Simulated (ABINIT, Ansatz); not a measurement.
Given: the input of a run of ABINIT 10.8.3 (patched build) on LiF (Griceite). 

File run.abi:

```
# Pseudopotentials
pp_dirpath "./"
pseudos "F.upf, Li.upf"

# Structure
acell 2.8482261146 2.8482261146 2.8482261146 Angstrom
rprim
     0.0000000000     0.7071067812     0.7071067812
     0.7071067812     0.0000000000     0.7071067812
     0.7071067812     0.7071067812     0.0000000000
ntypat 2
znucl 9 3
natom 2
typat 1 2
xred
     0.5000000000     0.5000000000     0.5000000000
     0.0000000000     0.0000000000     0.0000000000

# Plane-wave basis
ecut 1142.878222 eV

# k points
kptopt 1
ngkpt 11 11 11
nshiftk 1
shiftk 0.0 0.0 0.0

# Exchange and correlation
ixc -116133

# Bands and occupations
nband 9
occopt 3
tsmear 0.05 eV

# SCF cycle
nstep 100
tolvrs 1.0e-10

# Output
iomode 3
prtwf 0
prtden 0
prteig 0
prtebands 0
enunit 2
```

Potentials or basis: PseudoDojo NC SR PBEsol v0.4.1 standard.

Command:

```console
$ mpirun --bind-to none -np 4 abinit run.abi > log 2>&1
```

Question: Set up the same calculation for Ansatz 0.2.0. Potentials or basis there: all-electron LAPW, scalar-relativistic.

Answer: As run (cutoffs and basis follow the program's own potentials, and thresholds, step limits or extra output files can differ):

The input input.yaml:

```yaml
crystal:
  lattice:
    - [0.0, 2.014, 2.014]
    - [2.014, 0.0, 2.014]
    - [2.014, 2.014, 0.0]
  atoms:
    - { symbol: F, position: [0.5, 0.5, 0.5] }
    - { symbol: Li, position: [0.0, 0.0, 0.0] }
kpoints:
  mp_grid: { grid: [11, 11, 11] }
scf:
  occupations: { method: fermi_dirac, width: 0.05 }
hamiltonian:
  xc: pbesol
  pseudopotentials: { kind: all_electron, lapw: { basis_error: 0.001 } }
output:
  forces: true
  stress: true
  eigenvalues: true
  populations: true
```

Potentials or basis: all-electron LAPW, scalar-relativistic.

Run with:

```console
$ ansatz run input.yaml --threads 1 --pin off --max-ram 3072MiB --backend cpu --events-out ev --progress --plain --runs-dir out
```

Both were run:

|  | ABINIT | Ansatz |
| --- | --- | --- |
| Pressure | -1.4 GPa | -1.2 GPa |

Where Ansatz's input types no cutoff or centring, it takes its own default and a Γ-centred mesh.

Pressure is positive in compression.
